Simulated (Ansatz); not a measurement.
Reactions of `c1cc[c]([GeH2][c]2ccccc2)cc1`.

Calculated with Ansatz (gas phase, PBE0-D4/def2-TZVP geometries, no zero-point term in ΔE). CCSD(T)/CBS is the MP2 limit (def2-TZVPP, def2-QZVPP) plus CCSD(T) − MP2 in def2-TZVPP, frozen cores. This one scheme is used for every species. For Ge outer-core shells are correlated without core-valence functions, which leaves a few kJ/mol of doubt a bond. Scalar relativity is left out up to krypton. One conformer a species, not always the lowest.

(1) Order these by ΔE at CCSD(T)/CBS, lowest first. (Estimate.)
A. `c1cc[c]([GeH2][c]2ccccc2)cc1` + CH₃OH → anisole + `[GeH3][c]1ccccc1`
B. `c1cc[c]([GeH2][c]2ccccc2)cc1` + `C=O` → `[GeH3][c]1ccccc1` + `O=Cc1ccccc1`
C. `c1cc[c]([GeH2][c]2ccccc2)cc1` + CH₃SH → `CSc1ccccc1` + `[GeH3][c]1ccccc1`
D. `c1cc[c]([GeH2][c]2ccccc2)cc1` + H₂O → phenol + `[GeH3][c]1ccccc1`

Largest T1 diagnostic: 0.015, for `C=O`.

Results:

(1) B (-20.6 kJ/mol), C (+22.9 kJ/mol), A (+42.1 kJ/mol), D (+58.3 kJ/mol).
